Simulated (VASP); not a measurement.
# CdTe (F-43m) in VASP: a series of runs

The runs below take CdTe through relaxation of cell and atoms, with LDA, PBEsol.

All numbers are computed with VASP 6.6.1; they aren't measurements. Logs are shortened: lines on timing, memory, paths and dates and some standing lists are left out, and cuts for length are marked.

## Step 1: Starting point

It takes space group F-43m (No. 216, cubic). The conventional cell has a = 6.423 Å, b = 6.423 Å, c = 6.423 Å, α = 90.00°, β = 90.00°, γ = 90.00°. Cd (site symmetry -43m) has 4 Te at 2.78 Å as nearest neighbours. Around Te (site symmetry -43m) lie 4 Cd at 2.78 Å.

## Step 2: Relaxation of cell and atoms, LDA

Input file INCAR:

```
PREC = Accurate ; ENCUT = 600
EDIFF = 1E-7 ; ISMEAR = 0
SIGMA = 0.03 ; LREAL = F
LASPH = T ; NELM = 80
ALGO = Normal ; ISIF = 3
LWAVE = F ; LCHARG = F
GGA = CA ; IBRION = 2
NSW = 90 ; EDIFFG = -0.005
```

Input file KPOINTS:

```
Automatic mesh
0
Gamma
  8 8 8
```

Input file POSCAR:

```
CdTe                                    
1.0
    0.0000000000      3.2114991918      3.2114991918
    3.2114991918     -0.0000000000      3.2114991918
    3.2114991918      3.2114991918      0.0000000000
  Cd              Te            
     1     1
Direct
     1.0000000000000000    1.0000000000000000    1.0000000000000000
     0.2500000000000000    0.2500000000000000    0.2500000000000000
```

Potentials or basis: VASP PAW LDA potentials, release 64 (Cd, Te).

Command:

```sh
> cat potpaw_LDA.64/Cd/POTCAR potpaw_LDA.64/Te/POTCAR > POTCAR
> mpirun -np 1 vasp_std > vasp.out
```

OUTCAR:

```text
PREC = Accurate
   ENCUT = 600
   EDIFF = 1E-7
   ISMEAR = 0
   LREAL = F
   LASPH = T
   NELM = 80
   ISIF = 3
   GGA = CA
   IBRION = 2
   NSW = 90
   EDIFFG = -0.005

 ion  position               nearest neighbor table
   1  0.000  0.000  0.000-   2 2.78   2 2.78   2 2.78   2 2.78
   2  0.250  0.250  0.250-   1 2.78   1 2.78   1 2.78   1 2.78

  LATTYP: Found a face centered cubic cell.
 ALAT       =     6.4229983836

  Lattice vectors:

 A1 = (   0.0000000000,   3.2114991918,   3.2114991918)
 A2 = (   3.2114991918,   0.0000000000,   3.2114991918)
 A3 = (   3.2114991918,   3.2114991918,   0.0000000000)

Analysis of symmetry for initial positions (statically):
=====================================================================
 Subroutine PRICEL returns:
 Original cell was already a primitive cell.

 Routine SETGRP: Setting up the symmetry group for a
 face centered cubic supercell.

 Subroutine GETGRP returns: Found 24 space group operations
 (whereof 24 operations were pure point group operations)
 out of a pool of 48 trial point group operations.

The static configuration has the point symmetry T_d .

Analysis of symmetry for dynamics (positions and initial velocities):
=====================================================================
 Subroutine PRICEL returns:
 Original cell was already a primitive cell.

 Routine SETGRP: Setting up the symmetry group for a
 face centered cubic supercell.

 Subroutine GETGRP returns: Found 24 space group operations
 (whereof 24 operations were pure point group operations)
 out of a pool of 48 trial point group operations.

The dynamic configuration has the point symmetry T_d .

 Subroutine INISYM returns: Found 24 space group operations
 (whereof 24 operations are pure point group operations),
 and found     1 'primitive' translations

----------------------------------------------------------------------------------------

                                     Primitive cell

  volume of cell :      66.2451

  direct lattice vectors                    reciprocal lattice vectors
     0.000000000  3.211499192  3.211499192    -0.155690526  0.155690526  0.155690526
     3.211499192  0.000000000  3.211499192     0.155690526 -0.155690526  0.155690526
     3.211499192  3.211499192  0.000000000     0.155690526  0.155690526 -0.155690526

  length of vectors
     4.541745713  4.541745713  4.541745713     0.269663902  0.269663902  0.269663902

  position of ions in fractional coordinates (direct lattice)
     0.000000000  0.000000000  0.000000000
     0.250000000  0.250000000  0.250000000

  ion indices of the primitive-cell ions
   primitive index   ion index
                 1           1
                 2           2

----------------------------------------------------------------------------------------

 KPOINTS: Automatic mesh

Automatic generation of k-mesh.
 Grid dimensions read from file:
 generate k-points for:    8    8    8

 Generating k-lattice:

  Cartesian coordinates                     Fractional coordinates (reciprocal lattice)
    -0.019461316  0.019461316  0.019461316     0.125000000  0.000000000  0.000000000
     0.019461316 -0.019461316  0.019461316     0.000000000  0.125000000  0.000000000
     0.019461316  0.019461316 -0.019461316     0.000000000  0.000000000  0.125000000

  Length of vectors
     0.033707988  0.033707988  0.033707988

  Shift w.r.t. Gamma in fractional coordinates (k-lattice)
     0.000000000  0.000000000  0.000000000

 Subroutine IBZKPT returns following result:
 ===========================================

 Found     29 irreducible k-points:

 Following reciprocal coordinates:
            Coordinates               Weight
  0.000000  0.000000  0.000000      1.000000
  0.125000  0.000000  0.000000      8.000000
  0.250000  0.000000  0.000000      8.000000
  0.375000  0.000000  0.000000      8.000000
  0.500000  0.000000  0.000000      4.000000
  0.125000  0.125000  0.000000      6.000000
[... 16 lines left out ...]
  0.500000  0.250000  0.125000     48.000000
 -0.375000  0.250000  0.125000     24.000000
 [... further k-points ...]
   k-points           NKPTS =     29   k-points in BZ     NKDIM =     29   number of bands    NBANDS=     13
   number of dos      NEDOS =    301   number of ions     NIONS =      2
   total plane-waves  NPLWV =  46656
   dimension x,y,z NGX =    36 NGY =   36 NGZ =   36
   dimension x,y,z NGXF=    72 NGYF=   72 NGZF=   72
   ions per type =               1   1
   NGX,Y,Z   is equivalent  to a cutoff of  13.18, 13.18, 13.18 a.u.
   NGXF,Y,Z  is equivalent  to a cutoff of  26.35, 26.35, 26.35 a.u.
 SYSTEM =  unknown system
   PREC   = accura    normal or accurate (medium, high low for compatibility)
   ISTART =      0    job   : 0-new  1-cont  2-samecut
   ICHARG =      2    charge: 1-file 2-atom 10-const
   ISPIN  =      1    spin polarized calculation?
   LNONCOLLINEAR =      F non collinear calculations
   LSORBIT =      F    spin-orbit coupling
   LASPH  =      T    aspherical Exc in radial PAW
   ENCUT  =  600.0 eV  44.10 Ry    6.64 a.u.   9.07  9.07  9.07*2*pi/ulx,y,z
   NELM   =     80;   NELMIN=  2; NELMDL= -5     # of ELM steps
   EDIFF  = 0.1E-06   stopping-criterion for ELM
   LREAL  =      F    real-space projection
   EDIFFG = -.5E-02   stopping-criterion for IOM
   NSW    =     90    number of steps for IOM
   IBRION =      2    ionic relax: 0-MD 1-quasi-New 2-CG
   NFREE  =      1    steps in history (QN), initial steepest desc. (CG)
   ISIF   =      3    stress and relaxation
   ISYM   =      2    0-nonsym 1-usesym 2-fastsym
   POTIM  = 0.5000    time-step for ionic-motion
   TEBEG  =    0.0;   TEEND  =   0.0 temperature during run
   PSTRESS=    0.0 pullay stress
   NELECT =      18.0000    total number of electrons
   NUPDOWN=      -1.0000    fix difference up-down
   EMIN   =  10.00;   EMAX   =-10.00  energy-range for DOS
   EFERMI =   0.00;   METHOD = LEGACY
   ISMEAR =     0;   SIGMA  =   0.03  broadening in eV -4-tet -1-fermi 0-gaus
   EFERMI_NEDOS =   21; number of points for ismear=-14 and -15
   IALGO  =     38    algorithm
   IMIX   =      4    mixing-type and parameters
     AMIX     =   0.40;   BMIX     =  1.00
     AMIX_MAG =   1.60;   BMIX_MAG =  1.00
  volume/ion in A,a.u.               =      33.12       223.52
  Fermi-wavevector in a.u.,A,eV,Ry     =   1.060347  2.003765 15.297505  1.124335
  Thomas-Fermi vector in A             =   2.195724
   LORBIT       =      0    0 simple, 1 ext, 2 COOP (PROOUT), +10 PAW based schemes
   GGA     = CA    functional components
   LHFCALC =     F    Hartree Fock is set to
   AEXX    =    0.0000 exact exchange contribution
   IVDW    =     0    specifies the selected vdW correction
   LEPSILON=     F    determine dielectric tensor
   LRPA    =     F    only Hartree local field effects (RPA)
 conjugate gradient relaxation of ions
 non-spin polarized calculation
 Gauss-broadening in eV      SIGMA  =   0.03
  energy-cutoff  :      600.00
  volume of cell :       66.25
 maximum number of plane-waves:      2229
   NGX = 19   NGY = 19   NGZ = 19

--------------------------------------- Ionic step        1  -------------------------------------------

 number of electron      17.9999994 magnetization

 Free energy of the ion-electron system (eV)
  ---------------------------------------------------
  ext. energy  EPLUGINS =         0.00000000
  ---------------------------------------------------
  free energy    TOTEN  =        -6.05087048 eV

  energy without entropy =       -6.05087048  energy(sigma->0) =       -6.05087048

------------------------ aborting loop because EDIFF is reached ----------------------------------------

  FORCE on cell =-STRESS in cart. coord.  units (eV):
  Direction    XX          YY          ZZ          XY          YZ          ZX
  --------------------------------------------------------------------------------------
  -------------------------------------------------------------------------------------
  Total       -0.0347711     -0.0347711     -0.0347711     -0.0000000      0.0000000     -0.0000000
  in kB       -0.8409610     -0.8409610     -0.8409610     -0.0000000      0.0000000     -0.0000000
  external PRESSURE =      -0.8409610 kB  Pullay stress =       0.0000000 kB

 VOLUME and BASIS-vectors are now :
 -----------------------------------------------------------------------------
  energy-cutoff  :      600.00
  volume of cell :       66.25
      direct lattice vectors                 reciprocal lattice vectors
     0.000000000  3.211499192  3.211499192    -0.155690526  0.155690526  0.155690526
     3.211499192  0.000000000  3.211499192     0.155690526 -0.155690526  0.155690526
     3.211499192  3.211499192  0.000000000     0.155690526  0.155690526 -0.155690526
[... 37 lines left out ...]
 POSITION                                       TOTAL-FORCE (eV/Angst)
 -----------------------------------------------------------------------------------
      6.41761      6.41761      6.41761         0.000000      0.000000     -0.000000
      1.60440      1.60440      1.60440        -0.000000     -0.000000      0.000000
 -----------------------------------------------------------------------------------
    total drift:                                0.000000      0.000000      0.000000

  FREE ENERGIE OF THE ION-ELECTRON SYSTEM (eV)
  ---------------------------------------------------
  free  energy   TOTEN  =        -6.0508898570 eV

  energy  without entropy=       -6.0508898570  energy(sigma->0) =       -6.05088986

--------------------------------------- Ionic step        3  -------------------------------------------

 number of electron      17.9999995 magnetization

 Free energy of the ion-electron system (eV)
  ---------------------------------------------------
  ext. energy  EPLUGINS =         0.00000000
  ---------------------------------------------------
  free energy    TOTEN  =        -6.05089667 eV

  energy without entropy =       -6.05089667  energy(sigma->0) =       -6.05089667

 E-fermi :   2.5685     XC(G=0):  -9.0703

 val. band max:        2.4229381107   @ k =   0.0000   0.0000   0.0000
 cond. band min:       3.0623054801   @ k =   0.0000   0.0000   0.0000
 fundamental gap:      0.6393673694
 Fermi energy:         2.5684560446

 k-point     1 :       0.0000    0.0000    0.0000
  band No.  band energies     occupation
      1      -8.9852      2.00000
      2      -5.9727      2.00000
      3      -5.9727      2.00000
      4      -5.9727      2.00000
      5      -5.6869      2.00000
      6      -5.6869      2.00000
      7       2.4229      2.00000
      8       2.4229      2.00000
      9       2.4229      2.00000
     10       3.0623      0.00000
     11       6.9041      0.00000
     12       6.9041      0.00000
     13       6.9041      0.00000

 k-point     2 :       0.1250    0.0000    0.0000
  band No.  band energies     occupation
      1      -8.9220      2.00000
      2      -5.9605      2.00000
      3      -5.9605      2.00000
      4      -5.9270      2.00000
      5      -5.6880      2.00000
      6      -5.6880      2.00000
      7       1.1154      2.00000
      8       2.2740      2.00000
      9       2.2740      2.00000
     10       3.9897      0.00000
     11       6.8840      0.00000
[... 339 lines left out ...]
 k-point    24 :      -0.3750    0.2500    0.1250
  band No.  band energies     occupation
      1      -8.4879      2.00000
      2      -5.8768      2.00000
      3      -5.8623      2.00000
      4      -5.7055      2.00000
      5      -5.6817      2.00000
      6      -5.2162      2.00000
      7      -2.0373      2.00000
      8       0.2144      2.00000
      9       1.0637      2.00000
     10       5.5989      0.00000
     11       6.8577      0.00000
     12       8.3385      0.00000
     13       9.5428      0.00000

 [... further k-points ...]
[... 5 lines left out ...]
  --------------------------------------------------------------------------------------
  -------------------------------------------------------------------------------------
  Total        0.0005107      0.0005107      0.0005107     -0.0000000     -0.0000000     -0.0000000
  in kB        0.0123713      0.0123713      0.0123713     -0.0000000     -0.0000000     -0.0000000
  external PRESSURE =       0.0123713 kB  Pullay stress =       0.0000000 kB

 VOLUME and BASIS-vectors are now :
 -----------------------------------------------------------------------------
  energy-cutoff  :      600.00
  volume of cell :       66.14
      direct lattice vectors                 reciprocal lattice vectors
    -0.000000000  3.209795550  3.209795550    -0.155773161  0.155773161  0.155773161
     3.209795550  0.000000000  3.209795550     0.155773161 -0.155773161  0.155773161
     3.209795550  3.209795550 -0.000000000     0.155773161  0.155773161 -0.155773161

 POSITION                                       TOTAL-FORCE (eV/Angst)
 -----------------------------------------------------------------------------------
      0.00000      0.00000      0.00000         0.000000      0.000000      0.000000
      1.60490      1.60490      1.60490        -0.000000     -0.000000     -0.000000
 -----------------------------------------------------------------------------------
    total drift:                                0.000000      0.000000      0.000000

  FREE ENERGIE OF THE ION-ELECTRON SYSTEM (eV)
  ---------------------------------------------------
  free  energy   TOTEN  =        -6.0508966668 eV

  energy  without entropy=       -6.0508966668  energy(sigma->0) =       -6.05089667

 reached required accuracy - stopping structural energy minimisation
```

Run time: 18 s. Hardware: 1 thread of Intel Xeon 6975P-C (Granite Rapids), shared host; peak memory 0.2 GiB.

What came out:

```yaml
Free_energy: -6.0509 eV
Relaxed_volume: 33.07 Å³/atom
Relaxed_cell: a = 4.539 Å, b = 4.539 Å, c = 4.539 Å, α = 60.00°, β = 60.00°, γ = 60.00°
Space_group_after_relaxing_to_0.05_Å: F-43m (No. 216)
Energy_gained_by_relaxing: 0.0 meV/atom
Ionic_steps: 3
Pressure_after_relaxing: 0.0 GPa
Band_gap_on_the_k_mesh: 0.64 eV, direct
```

Final structure:
```
CELL_PARAMETERS angstrom
0.00000 3.20980 3.20980
3.20980 0.00000 3.20980
3.20980 3.20980 0.00000
ATOMIC_POSITIONS crystal
Cd 0.00000 0.00000 0.00000
Te 0.25000 0.25000 0.25000
```

Caveat: spin-orbit coupling is left out, which moves the levels of the heavy elements. As with any semilocal functional, this LDA gap is likely too small.

## Step 3: Relaxation of cell and atoms, PBEsol

This run uses another cell than the first one, of 32.92 Å³/atom, 0.994 times its volume.

Input file INCAR:

```
PREC = Accurate
ENCUT = 600
EDIFF = 1E-6
ISMEAR = 0
SIGMA = 0.03
LREAL = F
LASPH = T
NELM = 80
ALGO = Normal
ISIF = 3
LWAVE = F
LCHARG = F
GGA = PS
IBRION = 2
NSW = 90
EDIFFG = -0.01
KPAR = 4
```

Input file KPOINTS:

```
regular mesh
0
Gamma
  8 8 8
```

Input file POSCAR:

```
CdTe
1.0
    0.0000000000      3.2050000000      3.2050000000
    3.2050000000      0.0000000000      3.2050000000
    3.2050000000      3.2050000000      0.0000000000
Cd Te
1 1
Direct
    0.0000000000      0.0000000000      0.0000000000
    0.2500000000      0.2500000000      0.2500000000
```

Potentials or basis: VASP PAW PBE potentials, release 64 (Cd, Te).

Command:

```sh
> cat potpaw_PBE.64/Cd/POTCAR potpaw_PBE.64/Te/POTCAR > POTCAR
> mpirun -np 4 vasp_std > vasp.out
```

Run time: 17 s. Hardware: 4 MPI ranks of Intel Xeon Platinum 8375C at 2.90GHz (Ice Lake), shared host; peak memory 0.23 GiB.

It converged, with:

| Item | Value |
| --- | --- |
| Free energy | -5.4888 eV |
| Relaxed volume | 34.26 Å³/atom |
| Relaxed cell | a = 4.593 Å, b = 4.593 Å, c = 4.593 Å, α = 60.00°, β = 60.00°, γ = 60.00° |
| Space group after relaxing (to 0.05 Å) | F-43m (No. 216) |
| Energy gained by relaxing | 7.3 meV/atom |
| Ionic steps | 3 |
| Pressure after relaxing | 0.0 GPa |
| Band gap on the k mesh | 0.64 eV, direct |

Step by step:
```
step  energy change (eV)  largest force (eV/Å)  pressure (GPa)  volume (Å³)
   1              0.0000                0.0000            1.81        65.84
   2             -0.0129                0.0000           -0.54        69.46
   3             -0.0145                0.0000            0.00        68.52
```

Final structure:
```xyz
2
Lattice="0.0000 3.2478 3.2478 3.2478 0.0000 3.2478 3.2478 3.2478 0.0000" Properties=species:S:1:pos:R:3 pbc="T T T"
Cd    0.0000    0.0000    0.0000
Te    1.6239    1.6239    1.6239
```

Levels at points of the mesh, in eV from the valence-band top:
| k point | band 5 | band 6 | band 7 | band 8 | band 9 | band 10 | band 11 | band 12 | band 13 |
| --- | --- | --- | --- | --- | --- | --- | --- | --- | --- |
| (0.00, 0.00, 0.00) | -7.97 | -7.97 | 0.00 | 0.00 | 0.00 | 0.64 | 4.55 | 4.55 | 4.55 |
| (0.50, 0.00, 0.00) | -7.96 | -7.63 | -4.44 | -0.77 | -0.77 | 1.73 | 5.13 | 5.13 | 6.93 |
| (0.50, 0.50, 0.00) | -7.94 | -7.50 | -4.32 | -1.86 | -1.86 | 2.51 | 2.60 | 8.69 | 9.04 |

Caveat: the PAW data sets were made with another functional, which shifts forces and pressure a little; spin-orbit coupling is left out, which moves the levels of the heavy elements. PBEsol gaps usually lie below the measured ones, often by a third to a half.

## Step 4: Relaxation of cell and atoms, PBEsol

This run uses another cell than the first one, of 34.26 Å³/atom, 1.034 times its volume.

INCAR, as its differences from that of step 3:

```diff
@@ -2,3 +2,3 @@
 ENCUT = 600
-EDIFF = 1E-6
+EDIFF = 1E-7
 ISMEAR = 0
@@ -15,3 +15,3 @@
 NSW = 90
-EDIFFG = -0.01
+EDIFFG = -0.005
 KPAR = 4
```

KPOINTS is that of step 3.

Input file POSCAR:

```
CdTe                                    
1.0
    0.0000000000      3.2477981878      3.2477981878
    3.2477981878     -0.0000000000      3.2477981878
    3.2477981878      3.2477981878      0.0000000000
  Cd              Te            
     1     1
Direct
     0.0000000000000000    0.0000000000000000    0.0000000000000000
     0.2500000000000000    0.2500000000000000    0.2500000000000000
```

Command:

```sh
> cat potpaw_PBE.64/Cd/POTCAR potpaw_PBE.64/Te/POTCAR > POTCAR
> mpirun -np 4 vasp_std > vasp.out
```

Wall time 10 s (4 MPI ranks of Intel Xeon Platinum 8375C at 2.90GHz (Ice Lake), shared host); peak memory 0.25 GiB.

The run converged. Its results:

| Property | Result |
| --- | --- |
| Free energy | -5.4895 eV |
| Pressure after relaxing | 0.0 GPa |
| Band gap on the k mesh | 0.64 eV, direct |

Final structure:
```cif
data_structure
_symmetry_space_group_name_H-M 'P 1'
_symmetry_Int_Tables_number 1
_cell_length_a 4.5931
_cell_length_b 4.5931
_cell_length_c 4.5931
_cell_angle_alpha 60.000
_cell_angle_beta 60.000
_cell_angle_gamma 60.000
_cell_volume 68.52
loop_
_atom_site_label
_atom_site_type_symbol
_atom_site_fract_x
_atom_site_fract_y
_atom_site_fract_z
_atom_site_occupancy
Cd1 Cd 0.00000 0.00000 0.00000 1
Te1 Te 0.25000 0.25000 0.25000 1
```

Levels at points of the mesh, in eV from the valence-band top:
| k point | band 7 | band 8 | band 9 | band 10 | band 11 | band 12 |
| --- | --- | --- | --- | --- | --- | --- |
| (0.00, 0.00, 0.00) | 0.00 | 0.00 | 0.00 | 0.64 | 4.55 | 4.55 |
| (0.50, 0.00, 0.00) | -4.44 | -0.77 | -0.77 | 1.73 | 5.13 | 5.13 |
| (0.50, 0.50, 0.00) | -4.32 | -1.86 | -1.86 | 2.51 | 2.60 | 8.69 |

Caveat: the relaxation stopped at its first step, so nothing moved; the PAW data sets were made with another functional, which shifts forces and pressure a little; spin-orbit coupling is left out, which moves the levels of the heavy elements. A hybrid or GW would open this gap; PBEsol tends to underestimate it.
